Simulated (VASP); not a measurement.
# SnO2 (Cassiterite) (P4_2/mnm) in VASP: notebook, part 3 of 3

VASP 6.6.1. Earlier steps stand in the parts before.

**5. Dielectric tensor, PBE**

INCAR reads:

```
SYSTEM = SnO2
PREC     = Accurate       ! precision mode
ENCUT    = 280            ! plane-wave cutoff, eV
EDIFF    = 1E-8           ! SCF threshold, eV
ISMEAR   = 0              ! smearing method
SIGMA    = 0.01           ! smearing width, eV
LREAL    = .FALSE.        ! projectors in reciprocal space
LASPH    = .TRUE.         ! aspherical terms in the spheres
NELM     = 100            ! most SCF steps
ALGO     = Normal         ! electronic algorithm
ISIF     = 2              ! what is computed and relaxed
LWAVE    = .FALSE.        ! write WAVECAR
LCHARG   = .FALSE.        ! write CHGCAR
GGA      = PE             ! functional
LEPSILON = .TRUE.         ! dielectric tensor by DFPT
```

KPOINTS reads:

```
regular mesh
0
G
  4 4 5
  0 0 0
```

POSCAR reads:

```
SnO2
1.0
    4.7380000000      0.0000000000      0.0000000000
    0.0000000000      4.7380000000      0.0000000000
    0.0000000000      0.0000000000      3.1865000000
Sn O
2 4
Direct
    0.5000000000      0.5000000000      0.5000000000
    0.0000000000      0.0000000000      0.0000000000
    0.8071000000      0.1929000000      0.5000000000
    0.6929000000      0.6929000000      0.0000000000
    0.1929000000      0.8071000000      0.5000000000
    0.3071000000      0.3071000000      0.0000000000
```

Potentials or basis: VASP PAW PBE potentials, release 64 (Sn_d, O).

On the command line:

```sh
$ cat potpaw_PBE.64/Sn_d/POTCAR potpaw_PBE.64/O/POTCAR > POTCAR
$ mpirun -np 1 vasp_std > vasp.out
```

OUTCAR:

```text
SYSTEM = SnO2
   PREC = Accurate
   ENCUT = 280
   EDIFF = 1E-8
   ISMEAR = 0
   LREAL = .FALSE.
   LASPH = .TRUE.
   NELM = 100
   ISIF = 2
   GGA = PE
   LEPSILON = .TRUE.

 Found     18 irreducible k-points:

 Following reciprocal coordinates:
            Coordinates               Weight
  0.000000  0.000000  0.000000      1.000000
  0.250000  0.000000  0.000000      4.000000
  0.500000  0.000000  0.000000      2.000000
  0.250000  0.250000  0.000000      4.000000
  0.500000  0.250000  0.000000      4.000000
  0.500000  0.500000  0.000000      1.000000
   k-points           NKPTS =     18   k-points in BZ     NKDIM =     18   number of bands    NBANDS=     31
   number of dos      NEDOS =    301   number of ions     NIONS =      6
   total plane-waves  NPLWV =  14112
   dimension x,y,z NGX =    28 NGY =   28 NGZ =   18
   dimension x,y,z NGXF=    56 NGYF=   56 NGZF=   36
   ions per type =               2   4
   NGX,Y,Z   is equivalent  to a cutoff of   9.82,  9.82,  9.39 a.u.
   NGXF,Y,Z  is equivalent  to a cutoff of  19.65, 19.65, 18.78 a.u.
 SYSTEM =  SnO2
   PREC   = accura    normal or accurate (medium, high low for compatibility)
   ISTART =      0    job   : 0-new  1-cont  2-samecut
   ICHARG =      2    charge: 1-file 2-atom 10-const
   ISPIN  =      1    spin polarized calculation?
   LNONCOLLINEAR =      F non collinear calculations
   LSORBIT =      F    spin-orbit coupling
   LASPH  =      T    aspherical Exc in radial PAW
   ENCUT  =  280.0 eV  20.58 Ry    4.54 a.u.   6.46  6.46  4.35*2*pi/ulx,y,z
   NELM   =    100;   NELMIN=  2; NELMDL= -5     # of ELM steps
   EDIFF  = 0.1E-07   stopping-criterion for ELM
   LREAL  =      F    real-space projection
   EDIFFG = 0.1E-06   stopping-criterion for IOM
   NSW    =      0    number of steps for IOM
   IBRION =     -1    ionic relax: 0-MD 1-quasi-New 2-CG
   NFREE  =      0    steps in history (QN), initial steepest desc. (CG)
   ISIF   =      2    stress and relaxation
   ISYM   =      2    0-nonsym 1-usesym 2-fastsym
[... 291 lines left out ...]
  ---------------------------------------------------
  free energy    TOTEN  =        -0.73609617 eV

  energy without entropy =       -0.73609617

------------------------ aborting loop because EDIFF is reached ----------------------------------------

--------------------------------------- Ionic step        2  -------------------------------------------

------------------------ aborting loop because EDIFF is reached ----------------------------------------

--------------------------------------- Ionic step        3  -------------------------------------------

 Free energy of the ion-electron system (eV)
  ---------------------------------------------------
  ---------------------------------------------------
  free energy    TOTEN  =        -0.76432610 eV

  energy without entropy =       -0.76432610

------------------------ aborting loop because EDIFF is reached ----------------------------------------

 PIEZOELECTRIC TENSOR FIELD DIRECTION 3  (e Angst)
 -----------------------------------------------------------------------------
     0.00056  0.00000  0.00000           ( -0.00001  0.00000  0.00000)
     0.00000  0.00056  0.00000           (  0.00000 -0.00001  0.00000)
     0.00000  0.00000 -0.00254           (  0.00000  0.00000 -0.00014)

 PIEZOELECTRIC TENSOR FIELD DIRECTION 3  (C/m^2)
 -----------------------------------------------------------------------------
     0.00012  0.00000  0.00000
     0.00000  0.00012  0.00000
     0.00000  0.00000 -0.00057

 MACROSCOPIC STATIC DIELECTRIC TENSOR (including local field effects in DFT)
 ------------------------------------------------------
           4.502687    -0.000000     0.000000
          -0.000000     4.502687     0.000000
           0.000000     0.000000     4.627111
 ------------------------------------------------------

 PIEZOELECTRIC TENSOR (including local field effects)  for field in x, y, z        (e  Angst)
          XX          YY          ZZ          XY          YZ          ZX
  --------------------------------------------------------------------------------
  x     0.00000     0.00000     0.00000     0.00000     0.00000     0.00000
  y     0.00000     0.00000     0.00000     0.00000     0.00000     0.00000
  z     0.00000     0.00000     0.00000     0.00000     0.00000     0.00000

 PIEZOELECTRIC TENSOR (including local field effects)  for field in x, y, z        (C/m^2)
          XX          YY          ZZ          XY          YZ          ZX
  --------------------------------------------------------------------------------
  x     0.00000     0.00000     0.00000     0.00000     0.00000     0.00000
  y     0.00000     0.00000     0.00000     0.00000     0.00000     0.00000
  z     0.00000     0.00000     0.00000     0.00000     0.00000     0.00000

 BORN EFFECTIVE CHARGES (including local field effects) (in |e|, cummulative output)
 ---------------------------------------------------------------------------------
 ion    1
    1     4.03389    -0.45674     0.00000
    2    -0.45674     4.03389     0.00000
    3     0.00000     0.00000     4.42178
 ion    2
    1     4.03389     0.45674     0.00000
    2     0.45674     4.03389     0.00000
    3     0.00000     0.00000     4.42178
 ion    3
    1    -2.01694     0.73420     0.00000
    2     0.73420    -2.01694     0.00000
    3     0.00000     0.00000    -2.21089
 ion    4
    1    -2.01694    -0.73420     0.00000
    2    -0.73420    -2.01694     0.00000
    3     0.00000     0.00000    -2.21089
 ion    5
    1    -2.01694     0.73420     0.00000
    2     0.73420    -2.01694     0.00000
    3     0.00000     0.00000    -2.21089
 ion    6
    1    -2.01694    -0.73420     0.00000
    2    -0.73420    -2.01694     0.00000
    3     0.00000     0.00000    -2.21089
```

OSZICAR:

```text
N       E                     dE             d eps       ncg     rms          rms(c)
DAV:   1     0.471702001567E+03    0.47170E+03   -0.18967E+04  1258   0.180E+03
DAV:   2     0.159616878999E+02   -0.45574E+03   -0.43883E+03  1281   0.502E+02
[... 12 lines left out ...]
RMM:   5    -0.763873581851E+00   -0.42845E-02   -0.58554E-04  2021   0.143E-01    0.304E-02
RMM:   6    -0.764073478049E+00   -0.19990E-03   -0.66281E-05  1883   0.466E-02    0.432E-03
RMM:   7    -0.764243352077E+00   -0.16987E-03   -0.97493E-06  2061   0.149E-02    0.123E-03
RMM:   8    -0.764318003566E+00   -0.74651E-04   -0.10061E-06  2087   0.415E-03    0.376E-04
RMM:   9    -0.764326407251E+00   -0.84037E-05   -0.14389E-07  2068   0.107E-03    0.812E-05
RMM:  10    -0.764324821476E+00    0.15858E-05    0.80936E-08  1918   0.327E-04    0.434E-05
RMM:  11    -0.764326102741E+00   -0.12813E-05    0.13954E-07  1407   0.125E-04    0.653E-06
```

stdout:

```text
POSCAR found type information on POSCAR SnO
 POSCAR found :  2 types and       6 ions
 scaLAPACK will be used
 LDA part: xc-table for (Slater+PW92), standard interpolation
 POSCAR, INCAR and KPOINTS ok, starting setup
 FFT: planning ... GRIDC
 FFT: planning ... GRID_SOFT
 FFT: planning ... GRID
 WAVECAR not read
[... 72 lines left out ...]
 Linear response to external field (no local field effect), progress :
  Direction:   3
 dielectric tensor                  component  3 :    -0.293    -0.199     4.708
 Linear response to external field, progress :
  Direction:   1
 dielectric tensor                  component  1 :     4.503    -0.084    -0.166
 Linear response to external field, progress :
  Direction:   2
 dielectric tensor                  component  2 :    -0.084     4.503    -0.244
 Linear response to external field, progress :
  Direction:   3
 dielectric tensor                  component  3 :    -0.292    -0.198     4.627
 Born effective charges drift removed
```

It took 4.9 min on 1 thread of AMD EPYC 7R43 (Zen 3), shared host; peak memory 0.15 GiB.

The run converged, but a check on its numbers failed (symmetry, net force, bounds or a known fault of this set-up), so they aren't taken as properties of the crystal.

Caveat: the cutoff lies under the usual one of these potentials, so the numbers hold a large basis-set error; spin-orbit coupling is left out, which moves the levels of the heavy elements.

**6. Dielectric tensor, PBE**

INCAR, as its differences from that of step 5:

```diff
@@ -2,3 +2,3 @@
 PREC     = Accurate       ! precision mode
-ENCUT    = 280            ! plane-wave cutoff, eV
+ENCUT    = 520            ! plane-wave cutoff, eV
 EDIFF    = 1E-8           ! SCF threshold, eV
```

KPOINTS reads:

```
regular mesh
0
G
  3 3 4
  0 0 0
```

POSCAR is that of step 5.

Potentials or basis: VASP PAW PBE potentials, release 64 (Sn_d, O).

On the command line:

```sh
$ cat potpaw_PBE.64/Sn_d/POTCAR potpaw_PBE.64/O/POTCAR > POTCAR
$ mpirun -np 1 vasp_std > vasp.out
```

OUTCAR:

```text
SYSTEM = SnO2
   PREC = Accurate
   ENCUT = 520
   EDIFF = 1E-8
   ISMEAR = 0
   LREAL = .FALSE.
   LASPH = .TRUE.
   NELM = 100
   ISIF = 2
   GGA = PE
   LEPSILON = .TRUE.

 Found      9 irreducible k-points:

 Following reciprocal coordinates:
            Coordinates               Weight
  0.000000  0.000000  0.000000      1.000000
  0.333333  0.000000  0.000000      4.000000
  0.333333  0.333333  0.000000      4.000000
  0.000000  0.000000  0.250000      2.000000
  0.333333  0.000000  0.250000      8.000000
  0.333333  0.333333  0.250000      8.000000
   k-points           NKPTS =      9   k-points in BZ     NKDIM =      9   number of bands    NBANDS=     31
[... 358 lines left out ...]

 PIEZOELECTRIC TENSOR (including local field effects)  for field in x, y, z        (e  Angst)
          XX          YY          ZZ          XY          YZ          ZX
  --------------------------------------------------------------------------------
  x     0.00000     0.00000     0.00000     0.00000     0.00000     0.00000
  y     0.00000     0.00000     0.00000     0.00000     0.00000     0.00000
  z     0.00000     0.00000     0.00000     0.00000     0.00000     0.00000

 PIEZOELECTRIC TENSOR (including local field effects)  for field in x, y, z        (C/m^2)
          XX          YY          ZZ          XY          YZ          ZX
  --------------------------------------------------------------------------------
  x     0.00000     0.00000     0.00000     0.00000     0.00000     0.00000
  y     0.00000     0.00000     0.00000     0.00000     0.00000     0.00000
  z     0.00000     0.00000     0.00000     0.00000     0.00000     0.00000

 BORN EFFECTIVE CHARGES (including local field effects) (in |e|, cummulative output)
 ---------------------------------------------------------------------------------
 ion    1
    1     4.08154    -0.44713     0.00000
    2    -0.44713     4.08154     0.00000
    3     0.00000     0.00000     4.49831
 ion    2
    1     4.08154     0.44713     0.00000
    2     0.44713     4.08154     0.00000
    3     0.00000     0.00000     4.49831
 ion    3
    1    -2.04077     0.73763     0.00000
    2     0.73763    -2.04077     0.00000
    3     0.00000     0.00000    -2.24915
 ion    4
    1    -2.04077    -0.73763     0.00000
    2    -0.73763    -2.04077     0.00000
    3     0.00000     0.00000    -2.24915
 ion    5
    1    -2.04077     0.73763     0.00000
    2     0.73763    -2.04077     0.00000
    3     0.00000     0.00000    -2.24915
 ion    6
    1    -2.04077    -0.73763     0.00000
    2    -0.73763    -2.04077     0.00000
    3     0.00000     0.00000    -2.24915
```

OSZICAR:

```text
N       E                     dE             d eps       ncg     rms          rms(c)
DAV:   1     0.651785994294E+03    0.65179E+03   -0.26493E+04   601   0.261E+03
DAV:   2     0.544260222030E+02   -0.59736E+03   -0.57803E+03   638   0.687E+02
DAV:   3    -0.387352867481E+02   -0.93161E+02   -0.92172E+02   628   0.228E+02
[... 11 lines left out ...]
RMM:   5    -0.820966479872E+00   -0.44866E-02   -0.55514E-04  1020   0.158E-01    0.317E-02
RMM:   6    -0.821221103172E+00   -0.25462E-03   -0.81257E-05   965   0.497E-02    0.436E-03
RMM:   7    -0.821440255450E+00   -0.21915E-03   -0.93598E-06  1023   0.156E-02    0.132E-03
RMM:   8    -0.821513727711E+00   -0.73472E-04   -0.25311E-06  1050   0.469E-03    0.305E-04
RMM:   9    -0.821523245749E+00   -0.95180E-05   -0.11096E-07  1065   0.132E-03    0.127E-04
RMM:  10    -0.821517830580E+00    0.54152E-05    0.85515E-08  1019   0.412E-04    0.448E-05
RMM:  11    -0.821519086811E+00   -0.12562E-05   -0.95446E-08   815   0.154E-04    0.884E-06
```

It took 6.1 min on 1 thread of AMD EPYC 7R43 (Zen 3), shared host; peak memory 0.2 GiB.

These settings aren't checked as converged: the numbers below hold their error.

Results:

```yaml
Band_gap_on_the_k_mesh: 1.27 eV, direct
Electronic_dielectric_tensor_diagonal: 4.85, 4.85, 4.90
Born_charges_mean_of_the_diagonal: Sn +4.22; O -2.11 e
```

Caveat: the k mesh is coarse (spacing up to 0.49 Å⁻¹), so the values aren't converged; spin-orbit coupling is left out, which moves the levels of the heavy elements.

**7. For comparison**

An earlier run on the cell as given: functional PBEsol; potentials or basis VASP PAW PBE potentials, release 64 (Sn_d, O); cutoff 520 eV; k mesh 6 × 6 × 8; occupations fermi-dirac, width 0.05 eV; no spin polarisation.

- Pressure: 5.4 GPa
- Largest force: 0.229 eV/Å
- Band gap on the k mesh: 1.18 eV, direct
